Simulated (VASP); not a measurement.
# Zn (Im-3m) in VASP: further runs, part 2 of 2

VASP 6.6.1. Earlier steps stand in the parts before.

### 3 Single point, AM05

Input file INCAR:

```
ALGO = Normal
EDIFF = 1E-6
ENCUT = 520
GGA = AM
ISIF = 2
ISMEAR = 1
LASPH = True
LCHARG = False
LREAL = False
LWAVE = False
NELM = 60
PREC = Accurate
SIGMA = 0.2
```

Input file KPOINTS:

```
k-points
0
Gamma
  12 12 12
```

Input file POSCAR:

```
Zn
1.0
   -1.5690370000      1.5690370000      1.5690370000
    1.5690370000     -1.5690370000      1.5690370000
    1.5690370000      1.5690370000     -1.5690370000
Zn
1
Cartesian
    0.0000000000      0.0000000000      0.0000000000
```

Potentials or basis: VASP PAW PBE potentials, release 64 (Zn).

The run is started by

```bash
$ cat potpaw_PBE.64/Zn/POTCAR > POTCAR
$ mpirun -np 1 vasp_std > vasp.out
```

OUTCAR:

```text
EDIFF = 1E-6
   ENCUT = 520
   GGA = AM
   ISIF = 2
   ISMEAR = 1
   LASPH = True
   LREAL = False
   NELM = 60
   PREC = Accurate

 ion  position               nearest neighbor table
   1  0.000  0.000  0.000-

  LATTYP: Found a body centered cubic cell.
 ALAT       =     3.1380740000

  Lattice vectors:

 A1 = (  -1.5690370000,   1.5690370000,   1.5690370000)
 A2 = (   1.5690370000,  -1.5690370000,   1.5690370000)
 A3 = (   1.5690370000,   1.5690370000,  -1.5690370000)

Analysis of symmetry for initial positions (statically):
=====================================================================
 Subroutine PRICEL returns:
 Original cell was already a primitive cell.

 Routine SETGRP: Setting up the symmetry group for a
 body centered cubic supercell.

 Subroutine GETGRP returns: Found 48 space group operations
 (whereof 48 operations were pure point group operations)
 out of a pool of 48 trial point group operations.

The static configuration has the point symmetry O_h .

Analysis of symmetry for dynamics (positions and initial velocities):
=====================================================================
 Subroutine PRICEL returns:
 Original cell was already a primitive cell.

 Routine SETGRP: Setting up the symmetry group for a
 body centered cubic supercell.

 Subroutine GETGRP returns: Found 48 space group operations
 (whereof 48 operations were pure point group operations)
 out of a pool of 48 trial point group operations.

The dynamic configuration has the point symmetry O_h .

 Subroutine INISYM returns: Found 48 space group operations
 (whereof 48 operations are pure point group operations),
 and found     1 'primitive' translations

----------------------------------------------------------------------------------------

                                     Primitive cell

  volume of cell :      15.4511

  direct lattice vectors                    reciprocal lattice vectors
    -1.569037000  1.569037000  1.569037000     0.000000000  0.318666800  0.318666800
     1.569037000 -1.569037000  1.569037000     0.318666800  0.000000000  0.318666800
     1.569037000  1.569037000 -1.569037000     0.318666800  0.318666800  0.000000000

  length of vectors
     2.717651803  2.717651803  2.717651803     0.450662911  0.450662911  0.450662911

  position of ions in fractional coordinates (direct lattice)
     0.000000000  0.000000000  0.000000000

  ion indices of the primitive-cell ions
   primitive index   ion index
                 1           1

----------------------------------------------------------------------------------------

 KPOINTS: k-points

Automatic generation of k-mesh.
 Grid dimensions read from file:
 generate k-points for:   12   12   12

 Generating k-lattice:

  Cartesian coordinates                     Fractional coordinates (reciprocal lattice)
     0.000000000  0.026555567  0.026555567     0.083333333  0.000000000  0.000000000
     0.026555567  0.000000000  0.026555567     0.000000000  0.083333333  0.000000000
     0.026555567  0.026555567  0.000000000     0.000000000  0.000000000  0.083333333

  Length of vectors
     0.037555243  0.037555243  0.037555243

  Shift w.r.t. Gamma in fractional coordinates (k-lattice)
     0.000000000  0.000000000  0.000000000

 Subroutine IBZKPT returns following result:
 ===========================================

 Found     72 irreducible k-points:

 Following reciprocal coordinates:
            Coordinates               Weight
  0.000000  0.000000  0.000000      1.000000
  0.083333  0.000000  0.000000     12.000000
  0.166667  0.000000  0.000000     12.000000
  0.250000  0.000000  0.000000     12.000000
  0.333333  0.000000  0.000000     12.000000
  0.416667  0.000000  0.000000     12.000000
[... 16 lines left out ...]
  0.333333  0.083333  0.083333     24.000000
  0.416667  0.083333  0.083333     12.000000
 [... further k-points ...]
   k-points           NKPTS =     72   k-points in BZ     NKDIM =     72   number of bands    NBANDS=     10
   number of dos      NEDOS =    301   number of ions     NIONS =      1
   total plane-waves  NPLWV =   8000
   dimension x,y,z NGX =    20 NGY =   20 NGZ =   20
   dimension x,y,z NGXF=    40 NGYF=   40 NGZF=   40
   ions per type =               1
   NGX,Y,Z   is equivalent  to a cutoff of  12.23, 12.23, 12.23 a.u.
   NGXF,Y,Z  is equivalent  to a cutoff of  24.47, 24.47, 24.47 a.u.
 SYSTEM =  unknown system
   PREC   = accura    normal or accurate (medium, high low for compatibility)
   ISTART =      0    job   : 0-new  1-cont  2-samecut
   ICHARG =      2    charge: 1-file 2-atom 10-const
   ISPIN  =      1    spin polarized calculation?
   LNONCOLLINEAR =      F non collinear calculations
   LSORBIT =      F    spin-orbit coupling
   LASPH  =      T    aspherical Exc in radial PAW
   ENCUT  =  520.0 eV  38.22 Ry    6.18 a.u.   5.05  5.05  5.05*2*pi/ulx,y,z
   NELM   =     60;   NELMIN=  2; NELMDL= -5     # of ELM steps
   EDIFF  = 0.1E-05   stopping-criterion for ELM
   LREAL  =      F    real-space projection
   EDIFFG = 0.1E-04   stopping-criterion for IOM
   NSW    =      0    number of steps for IOM
   IBRION =     -1    ionic relax: 0-MD 1-quasi-New 2-CG
   NFREE  =      0    steps in history (QN), initial steepest desc. (CG)
   ISIF   =      2    stress and relaxation
   ISYM   =      2    0-nonsym 1-usesym 2-fastsym
   POTIM  = 0.5000    time-step for ionic-motion
   TEBEG  =    0.0;   TEEND  =   0.0 temperature during run
   PSTRESS=    0.0 pullay stress
   NELECT =      12.0000    total number of electrons
   NUPDOWN=      -1.0000    fix difference up-down
   EMIN   =  10.00;   EMAX   =-10.00  energy-range for DOS
   EFERMI =   0.00;   METHOD = LEGACY
   ISMEAR =     1;   SIGMA  =   0.20  broadening in eV -4-tet -1-fermi 0-gaus
   EFERMI_NEDOS =   21; number of points for ismear=-14 and -15
   IALGO  =     38    algorithm
   IMIX   =      4    mixing-type and parameters
     AMIX     =   0.40;   BMIX     =  1.00
     AMIX_MAG =   1.60;   BMIX_MAG =  1.00
  volume/ion in A,a.u.               =      15.45       104.27
  Fermi-wavevector in a.u.,A,eV,Ry     =   1.504811  2.843681 30.809811  2.264457
  Thomas-Fermi vector in A             =   2.615742
   LORBIT       =      0    0 simple, 1 ext, 2 COOP (PROOUT), +10 PAW based schemes
   GGA     = AM    functional components
   LHFCALC =     F    Hartree Fock is set to
   AEXX    =    0.0000 exact exchange contribution
   IVDW    =     0    specifies the selected vdW correction
   LEPSILON=     F    determine dielectric tensor
   LRPA    =     F    only Hartree local field effects (RPA)
 non-spin polarized calculation
 Methfessel and Paxton  Order N= 1 SIGMA  =   0.20
  energy-cutoff  :      520.00
  volume of cell :       15.45
 maximum number of plane-waves:       430
   NGX = 11   NGY = 11   NGZ = 11

 number of electron      12.0000023 magnetization

 Free energy of the ion-electron system (eV)
  ---------------------------------------------------
  ext. energy  EPLUGINS =         0.00000000
  ---------------------------------------------------
  free energy    TOTEN  =        -1.26003246 eV

  energy without entropy =       -1.25889970  energy(sigma->0) =       -1.25965487

 E-fermi :   2.9208     XC(G=0): -11.6090

 val. band max:        2.8932996592   @ k =   0.4167   0.0833   0.0000
 cond. band min:       2.9634292462   @ k =   0.3333   0.2500   0.0833
 fundamental gap:      0.0701295870
 Fermi energy:         2.9208240871

 k-point     1 :       0.0000    0.0000    0.0000
  band No.  band energies     occupation
      1      -7.3952      2.00000
      2      -4.7952      2.00000
      3      -4.7952      2.00000
      4      -4.7952      2.00000
      5      -4.2955      2.00000
      6      -4.2955      2.00000
      7      21.9560      0.00000
      8      21.9560      0.00000
      9      21.9561      0.00000
     10      23.5980      0.00000
[... 287 lines left out ...]
 k-point    24 :       0.4167    0.0833    0.0833
  band No.  band energies     occupation
      1      -5.3070      2.00000
      2      -5.0911      2.00000
      3      -4.3056      2.00000
      4      -4.2612      2.00000
      5      -4.1988      2.00000
      6       0.9611      2.00000
      7       2.2514      2.00002
      8      11.4762      0.00000
      9      12.1451      0.00000
     10      22.3567      0.00000

 [... further k-points ...]

------------------------ aborting loop because EDIFF is reached ----------------------------------------

  FORCE on cell =-STRESS in cart. coord.  units (eV):
  Direction    XX          YY          ZZ          XY          YZ          ZX
  --------------------------------------------------------------------------------------
  -------------------------------------------------------------------------------------
  Total       -0.4842161     -0.4842161     -0.4842161      0.0000000      0.0000000     -0.0000000
  in kB      -50.2100050    -50.2100050    -50.2100050      0.0000000      0.0000000     -0.0000000
  external PRESSURE =     -50.2100050 kB  Pullay stress =       0.0000000 kB

 VOLUME and BASIS-vectors are now :
 -----------------------------------------------------------------------------
  energy-cutoff  :      520.00
  volume of cell :       15.45
      direct lattice vectors                 reciprocal lattice vectors
    -1.569037000  1.569037000  1.569037000     0.000000000  0.318666800  0.318666800
     1.569037000 -1.569037000  1.569037000     0.318666800  0.000000000  0.318666800
     1.569037000  1.569037000 -1.569037000     0.318666800  0.318666800  0.000000000

 POSITION                                       TOTAL-FORCE (eV/Angst)
 -----------------------------------------------------------------------------------
      0.00000      0.00000      0.00000         0.000000     -0.000000     -0.000000
 -----------------------------------------------------------------------------------
    total drift:                                0.000000     -0.000000      0.000000

  FREE ENERGIE OF THE ION-ELECTRON SYSTEM (eV)
  ---------------------------------------------------
  free  energy   TOTEN  =        -1.2600324605 eV

  energy  without entropy=       -1.2588996997  energy(sigma->0) =       -1.25965487
```

Run time: 5.6 s. Hardware: 1 thread of AMD EPYC 9R45 (Zen 5), shared host; peak memory 0.09 GiB.

Results:

```
Free energy            : -1.2600 eV
Pressure               : -5.0 GPa
Band gap on the k mesh : none (metal or under the smearing width)
```

Caveat: the PAW data sets were made with another functional, which shifts forces and pressure a little.

### 4 The reference run

An earlier run on the cell as given: functional PBEsol; potentials or basis VASP PAW PBE potentials, release 64 (Zn); cutoff 520 eV; k mesh 12 × 12 × 12; occupations fermi-dirac, width 0.05 eV; no spin polarisation.

- Pressure: -4.9 GPa
- Band gap on the k mesh: none (metal or under the smearing width)

### 5 The runs side by side

```tsv
level	cell	k mesh	smearing	grid for exact exchange (PRECFOCK)	exchange at q = 0	ladder	mesh quality	gap on the mesh (eV)	pressure (GPa)
TPSSh	volume scaled by 0.92	6 × 6 × 6	methfessel-paxton 0.1 eV	Normal	truncated	-	coarse	none	2.7
AM05	as given	12 × 12 × 12	methfessel-paxton 0.2 eV	-	-	-	not flagged	none	-5.0
PBEsol	as given	12 × 12 × 12	fermi-dirac 0.05 eV	-	-	free	not flagged	none	-4.9
```

Alike in all rows: task single point; potentials or basis VASP PAW PBE potentials, release 64 (Zn); no spin polarisation; cutoff (eV) 520.

Caveats: some runs use coarse meshes; the PAW data sets were made with another functional, which shifts forces and pressure a little.

Total energies depend on the potentials used, so only differences within one code and one set of settings carry meaning.
